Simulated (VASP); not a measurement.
A run of VASP 6.6.1:

File INCAR:

```
SYSTEM = WSe2
  PREC = Accurate
  ENCUT = 520
  EDIFF = 1E-7
  ISMEAR = 0
  SIGMA = 0.03
  LREAL = .False.
  LASPH = .True.
  NELM = 80
  ALGO = Normal
  ISIF = 2
  LWAVE = .False.
  LCHARG = .False.
  LMAXMIX = 4
  LDIPOL = .True.
  IDIPOL = 3
  DIPOL = 0.5 0.5 0.500
  GGA = CA
  NBANDS = 35
  LVHAR = .True.
  LVACPOTAV = .True.
  KPAR = 4
```

KPOINTS

```
Automatic mesh
0
Gamma
  12 12 1
  0 0 0
```

POSCAR

```
WSe2                                    
1.0
    3.2843558668      0.0000000000      0.0000000000
   -1.6421779335      2.8443356173      0.0000000000
    0.0000000000      0.0000000000     27.8312600000
  Se              W             
     4     2
Direct
     0.3333333300000021    0.6666666699999979    0.3242880108040018
     0.3333333300000021    0.6666666699999979    0.4454742842781916
     0.6666666699999979    0.3333333300000021    0.5545257157218084
     0.6666666699999979    0.3333333300000021    0.6757119891959982
     0.6666666699999979    0.3333333300000021    0.3848919392514666
     0.3333333300000021    0.6666666699999979    0.6151080607485334
```

The input KPOINTS_OPT:

```
explicit points
67
Reciprocal
 0.0000000000  0.0000000000  0.0000000000 1
 0.0357142900  0.0000000000  0.0000000000 1
 0.0714285700  0.0000000000  0.0000000000 1
 0.1071428600  0.0000000000  0.0000000000 1
 0.1428571400  0.0000000000  0.0000000000 1
 0.1785714300  0.0000000000  0.0000000000 1
 0.2142857100  0.0000000000  0.0000000000 1
 0.2500000000  0.0000000000  0.0000000000 1
 0.2857142900  0.0000000000  0.0000000000 1
 0.3214285700  0.0000000000  0.0000000000 1
 0.3571428600  0.0000000000  0.0000000000 1
 0.3928571400  0.0000000000  0.0000000000 1
 0.4285714300  0.0000000000  0.0000000000 1
 0.4642857100  0.0000000000  0.0000000000 1
 0.5000000000  0.0000000000  0.0000000000 1
 0.4791666700  0.0416666700  0.0000000000 1
 0.4583333300  0.0833333300  0.0000000000 1
 0.4375000000  0.1250000000  0.0000000000 1
 0.4166666700  0.1666666700  0.0000000000 1
 0.3958333300  0.2083333300  0.0000000000 1
 0.3750000000  0.2500000000  0.0000000000 1
 0.3541666700  0.2916666700  0.0000000000 1
 0.3333333300  0.3333333300  0.0000000000 1
 0.3137254900  0.3137254900  0.0000000000 1
 0.2941176500  0.2941176500  0.0000000000 1
 0.2745098000  0.2745098000  0.0000000000 1
 0.2549019600  0.2549019600  0.0000000000 1
 0.2352941200  0.2352941200  0.0000000000 1
 0.2156862700  0.2156862700  0.0000000000 1
 0.1960784300  0.1960784300  0.0000000000 1
 0.1764705900  0.1764705900  0.0000000000 1
 0.1568627500  0.1568627500  0.0000000000 1
 0.1372549000  0.1372549000  0.0000000000 1
 0.1176470600  0.1176470600  0.0000000000 1
 0.0980392200  0.0980392200  0.0000000000 1
 0.0784313700  0.0784313700  0.0000000000 1
 0.0588235300  0.0588235300  0.0000000000 1
 0.0392156900  0.0392156900  0.0000000000 1
 0.0196078400  0.0196078400  0.0000000000 1
 0.0000000000  0.0000000000  0.0000000000 1
 0.0000000000  0.0000000000  0.0000000000 1
 0.0062834400 -0.0031417200  0.0000000000 1
-0.0062834400  0.0031417200  0.0000000000 1
 0.0183266900 -0.0091633500  0.0000000000 1
-0.0183266900  0.0091633500  0.0000000000 1
-0.0000000000  0.0054416200  0.0000000000 1
 0.0000000000 -0.0054416200  0.0000000000 1
-0.0000000000  0.0158713800  0.0000000000 1
 0.0000000000 -0.0158713800  0.0000000000 1
 0.5000000000  0.0000000000  0.0000000000 1
 0.5062834400 -0.0031417200  0.0000000000 1
 0.4937165600  0.0031417200  0.0000000000 1
 0.5183266900 -0.0091633500  0.0000000000 1
 0.4816733100  0.0091633500  0.0000000000 1
 0.5000000000  0.0054416200  0.0000000000 1
 0.5000000000 -0.0054416200  0.0000000000 1
 0.5000000000  0.0158713800  0.0000000000 1
 0.5000000000 -0.0158713800  0.0000000000 1
 0.3333333300  0.3333333300  0.0000000000 1
 0.3396167700  0.3301916100  0.0000000000 1
 0.3270498900  0.3364750500  0.0000000000 1
 0.3516600200  0.3241699800  0.0000000000 1
 0.3150066400  0.3424966800  0.0000000000 1
 0.3333333300  0.3387749500  0.0000000000 1
 0.3333333300  0.3278917100  0.0000000000 1
 0.3333333300  0.3492047100  0.0000000000 1
 0.3333333300  0.3174619500  0.0000000000 1
```

Potentials or basis: VASP PAW LDA potentials, release 64 (Se, W_sv).

The run is started by

```console
$ cat potpaw_LDA.64/Se/POTCAR potpaw_LDA.64/W_sv/POTCAR > POTCAR
$ mpirun -np 4 vasp_std > vasp.out
```

Hardware: 4 MPI ranks on AMD EPYC 7R13 Processor (Zen 3), with other jobs on the host.

How long does it take, and how much memory?

Run time: 3.2 min on 4 MPI ranks on AMD EPYC 7R13 Processor (Zen 3) (shared host), peak memory 0.42 GiB a rank. Counts: scf iterations 66, k points 19.
